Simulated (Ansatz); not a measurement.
CuI built on the CsCl prototype, relaxed with r2SCAN, was run in the PAW code Ansatz under altered settings. All numbers are computed, without spin polarisation but where a row says otherwise.

```
Cu I
1.0
     3.66139    0.00000    0.00000
     0.00000    3.66139    0.00000
     0.00000    0.00000    3.66139
Cu I
1 1
Direct
  0.00000 0.00000 0.00000
  0.50000 0.50000 0.50000
```

The base run's other keys:
```yaml
kpoints:
  mp_grid: { grid: [4, 4, 4] }
hamiltonian:
  xc: hse06
scf:
  occupations: { method: fermi_dirac, width: 0.02 }
  n_extra_bands: 4
```

It takes 18 iterations with 949 plane waves at 420 eV and 10 k points, and leaves a mean stress of +1.95 GPa. The gap over this mesh is 0.528 eV.

Outcomes, with energy and stress as changes against the base:
```tsv
setting	outcome	ΔF (meV/atom)	Δ mean stress (GPa)	gap on the mesh (eV)	iterations
hamiltonian.xc: wpbeh	converged	–	+0.4	0.425	19
PBE hybrid, exx coeff 0.5, unscreened	converged	–	+0.5	2.946	28
PBE hybrid, exx coeff 0.3, omega 0.3 1/Å	converged	–	+0.2	0.519	21
PBE hybrid, exx coeff 1.5, omega 0.3 1/Å	refused	–	–	–	–
basis.ecutwfc: 300	converged, warned	+113	0.0	0.552	20
scf.convergence.dr2_threshold: 0.0001	converged, warned	0.0	0.0	0.528	19
```
A dash marks a value that wasn't obtained or can't be compared. Stress is positive in compression.

- hamiltonian.xc: wpbeh. The mean stress moves by +0.4 GPa and the gap on the mesh by -0.103 eV (to 0.425). It's another functional on the same cell, so totals aren't comparable.
- PBE hybrid, exx coeff 0.5, unscreened. That is 50 % exact exchange, at all ranges, against HSE06's 25 % screened at 0.208 1/Å. The mean stress moves by +0.5 GPa and the gap on the mesh by +2.418 eV (to 2.946). Totals of different functionals aren't comparable.
- PBE hybrid, exx coeff 0.3, omega 0.3 1/Å. That is 30 % exact exchange, screened with ω = 0.3 1/Å, against HSE06's 25 % screened at 0.208 1/Å. The mean stress moves by +0.2 GPa and the gap on the mesh by -0.009 eV (to 0.519). Totals of different functionals aren't comparable.
- PBE hybrid, exx coeff 1.5, omega 0.3 1/Å. The program doesn't start. Error: invalid value for `hamiltonian.xc.exx.coeff`: must be finite and in (0, 1]; got 1.5
- basis.ecutwfc: 300. 587 plane waves in place of 949. The free energy moves by +113 meV an atom, the mean stress by 0.0 GPa and the gap on the mesh by +0.024 eV (to 0.552). The basis is too small: these are errors of the cutoff. Warned: cutoff below recommended.
- scf.convergence.dr2_threshold: 0.0001. It converges in 19 iterations against the base's 18. Even so loose a threshold leaves the results unchanged here, which can't be counted on. Warned: force scf threshold loose.

Within 1 meV an atom, 0.1 GPa and 0.005 eV of the base stay: scf.convergence.dr2_threshold: 0.0001.

Spin-orbit coupling is left out, which matters wherever the heavy atoms make up the band edges.

The meshes of the hybrids are coarse, so their gaps aren't converged to the digits shown.
